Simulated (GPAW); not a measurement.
Runs of GPAW 26.7.0 on SiGe. The structure is hexagonal, space group P6_3mc (No. 186). Conventional cell: a = 3.904 Å, b = 3.904 Å, c = 6.451 Å, α = 90.00°, β = 90.00°, γ = 120.00°. Ge (site symmetry 3m) is surrounded by 4 Si at 2.40 to 2.41 Å. Around Si (site symmetry 3m) lie 4 Ge at 2.40 to 2.41 Å. The cell comes from a database or a generator and needn't be the stable form of this composition.

```csv
task,level,potentials or basis,k mesh,cutoff (eV),maxiter,band path,band points,convergence,gap on the mesh (eV),pressure (GPa),largest force (eV/Å)
band structure,LDA,"the program's PAW data sets (release 1.2.1) made for this functional, pw",6 × 6 × 4,600,150,"GMKGALHA,LM,KH",60,-,0.35,-1.5,-
single point,PBEsol,"PAW data sets generated in the run's folder for this functional, pw",8 × 8 × 4,600,150,-,-,-,0.34,0.4,0.02
band structure,PBEsol,"PAW data sets generated in the run's folder for this functional, pw",6 × 6 × 4,600,150,"GMKGALHA,LM,KH",60,-,0.34,0.4,(a)
single point,LDA,"the program's PAW data sets (release 1.2.1) made for this functional, pw",6 × 6 × 4,450,120,-,-,default,0.35,-1.5,-
```

Alike in all rows: no spin polarisation; cell as given; smearing fermi-dirac 0.05 eV.

**Question.** Estimate the missing entries.

**Answer.** (a) 0.01.

Caveats: the cutoff is short for stress and forces, so pressures can be off by a GPa or more (some runs).

A k mesh can miss the band edges, and the runs leave out spin-orbit coupling on Ge.

Not every run made on this cell is shown here.
